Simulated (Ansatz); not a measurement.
**Se: energies, forces and stress near the listed structure**

A set of self-consistent runs on Se under random distortions, further strains and shifts, swapped elements, distortions that keep the symmetry, to map its energy surface near the listed cell.

Computed with Ansatz 0.2.0 (DFT PBE, scalar-relativistic, plane waves, PAW, unless a step's input says otherwise).

**1. The system as given**

It takes space group Im-3m (No. 229, cubic). The conventional cell has a = 3.407 Å, b = 3.407 Å, c = 3.407 Å, α = 90.00°, β = 90.00°, γ = 90.00°. Se (site symmetry m-3m) is surrounded by 8 Se at 2.95 Å.

Coordinates:

```
CELL_PARAMETERS angstrom
-1.70345 1.70345 1.70345
1.70345 -1.70345 1.70345
1.70345 1.70345 -1.70345
ATOMIC_POSITIONS crystal
Se 0.00000 0.00000 0.00000
```

The structure comes from the Materials Project (structure only).

**2. A change within the space group**

What differs from the listed cell: strain xx, yy, zz, yz, xz, xy = +2.6, +2.6, +2.6, +0.0, +0.0, +0.0 %.

input.yaml reads:

```yaml
crystal:
  lattice:
    - [-1.7474316581, 1.7474316581, 1.7474316581]
    - [1.7474316581, -1.7474316581, 1.7474316581]
    - [1.7474316581, 1.7474316581, -1.7474316581]
  atoms:
    - { symbol: Se, position: [0.0, 0.0, 0.0] }
basis:
  ecutwfc: 420
kpoints:
  mp_grid: { grid: [14, 14, 14] }
hamiltonian:
  xc: pbe
scf:
  occupations: { method: gaussian, width: 0.1 }
output:
  forces: true
  stress: true
  eigenvalues: true
```

Started as:

```
ansatz run input.yaml --threads 1 --pin off --max-ram 1331MiB --backend cpu --events-out ev --progress --plain --runs-dir out
```

**3. One element swapped, cell strained: Se → Te, first probe**

input.yaml reads:

```yaml
crystal:
  lattice:
    - [-1.7843453896, 1.7843453896, 1.7843453896]
    - [1.7843453896, -1.7843453896, 1.7843453896]
    - [1.7843453896, 1.7843453896, -1.7843453896]
  atoms:
    - { symbol: Te, position: [0.0, 0.0, 0.0] }
basis:
  ecutwfc: 420
kpoints:
  mp_grid: { grid: [8, 8, 8] }
hamiltonian:
  xc: pbe
scf:
  occupations: { method: gaussian, width: 0.1 }
output:
  forces: true
  stress: true
  eigenvalues: true
```

**4. Substitution of an element, cell strained: Se → Te**

Edit input.yaml of step 3 so:

```diff
@@ -10,3 +10,3 @@
 kpoints:
-  mp_grid: { grid: [8, 8, 8] }
+  mp_grid: { grid: [16, 16, 16] }
 hamiltonian:
```

**5. One element swapped, cell strained: Se → O, first probe**

input.yaml reads:

```yaml
crystal:
  lattice:
    - [-1.226817049, 1.226817049, 1.226817049]
    - [1.226817049, -1.226817049, 1.226817049]
    - [1.226817049, 1.226817049, -1.226817049]
  atoms:
    - { symbol: O, position: [0.0, 0.0, 0.0] }
basis:
  ecutwfc: 420
kpoints:
  mp_grid: { grid: [10, 10, 10] }
hamiltonian:
  xc: pbe
scf:
  occupations: { method: gaussian, width: 0.1 }
output:
  forces: true
  stress: true
  eigenvalues: true
```

**6. Substitution of an element, cell strained: Se → O**

Edit input.yaml of step 5 so:

```diff
@@ -10,3 +10,3 @@
 kpoints:
-  mp_grid: { grid: [10, 10, 10] }
+  mp_grid: { grid: [24, 24, 24] }
 hamiltonian:
@@ -19 +19,2 @@
   eigenvalues: true
+  populations: true
```

**7. A distortion that keeps the symmetry**

input.yaml reads:

```yaml
crystal:
  lattice:
    - [-1.7449957266, 1.7449957266, 1.7449957266]
    - [1.7449957266, -1.7449957266, 1.7449957266]
    - [1.7449957266, 1.7449957266, -1.7449957266]
  atoms:
    - { symbol: Se, position: [0.0, 0.0, 0.0] }
basis:
  ecutwfc: 420
kpoints:
  mp_grid: { grid: [18, 18, 18] }
hamiltonian:
  xc: pbe
scf:
  occupations: { method: gaussian, width: 0.1 }
output:
  forces: true
  stress: true
  eigenvalues: true
  populations: true
```

**8. A distortion that keeps the symmetry**

input.yaml reads:

```yaml
crystal:
  lattice:
    - [-1.6413068094, 1.6413068094, 1.6413068094]
    - [1.6413068094, -1.6413068094, 1.6413068094]
    - [1.6413068094, 1.6413068094, -1.6413068094]
  atoms:
    - { symbol: Se, position: [0.0, 0.0, 0.0] }
basis:
  ecutwfc: 420
kpoints:
  mp_grid: { grid: [18, 18, 18] }
hamiltonian:
  xc: pbe
scf:
  occupations: { method: gaussian, width: 0.1 }
output:
  forces: true
  stress: true
  eigenvalues: true
```

**9. A change within the space group**

input.yaml reads:

```yaml
crystal:
  lattice:
    - [-1.7449616576, 1.7449616576, 1.7449616576]
    - [1.7449616576, -1.7449616576, 1.7449616576]
    - [1.7449616576, 1.7449616576, -1.7449616576]
  atoms:
    - { symbol: Se, position: [0.0, 0.0, 0.0] }
basis:
  ecutwfc: 420
kpoints:
  mp_grid: { grid: [18, 18, 18] }
hamiltonian:
  xc: pbe
scf:
  occupations: { method: gaussian, width: 0.1 }
output:
  forces: true
  stress: true
  eigenvalues: true
```

**10. A random distortion, cell strained**

input.yaml reads:

```yaml
crystal:
  lattice:
    - [-1.6888670948, 1.6890715086, 1.6598743993]
    - [1.6682553665, -1.6678124699, 1.6180036324]
    - [1.6608283306, 1.6397737057, -1.6386153606]
  atoms:
    - { symbol: Se, position: [0.0, 0.0, 0.0] }
basis:
  ecutwfc: 420
kpoints:
  mp_grid: { grid: [16, 16, 16] }
hamiltonian:
  xc: pbe
scf:
  occupations: { method: gaussian, width: 0.1 }
output:
  forces: true
  stress: true
  eigenvalues: true
```

What does the calculation give? Wanted: for each run, case; energy; pressure; largest force.

**Answer**, as computed:

| step | case | energy (meV/atom) | pressure (GPa) | largest force (eV/Å) | gap on the mesh (eV) |
| --- | --- | --- | --- | --- | --- |
| 2 | a change within the space group | +0.0 | -2.9 | 0.00 | 0.00 |
| 4 | substitution of an element, cell strained: Se → Te | n/a | 21.2 | 0.00 | 0.00 |
| 6 | substitution of an element, cell strained: Se → O | n/a | 8.9 | 0.00 | 0.00 |
| 7 | a distortion that keeps the symmetry | -0.7* | -2.8 | 0.00 | 0.00 |
| 8 | a distortion that keeps the symmetry | +91.9* | 14.0 | 0.00 | 0.00 |
| 9 | a change within the space group | -0.7* | -2.8 | 0.00 | 0.00 |
| 10 | a random distortion, cell strained | +68.1* | 10.6 | 0.00 | 0.00 |

Energies are counted from step 2, with the smearing taken to zero; a star marks another k mesh, which can shift energies by itself, so starred rows don't rank against the others. Other atoms or functionals have another zero of energy (n/a). A gap of 0.00 means none on the mesh at this level.

In words: With one atom in the cell, moving it shifts the whole crystal, so no force arises from that. The pressure is 14.0 GPa in the smallest cell and -2.9 GPa in the largest; between them shape and moved atoms count too. The distorted cells of the listed formula and level show no gap on the mesh. Spin-orbit coupling is left out for Te. With holes in the anion's p shell and no spin polarisation, a magnetic state may well lie lower, so these values are doubtful.
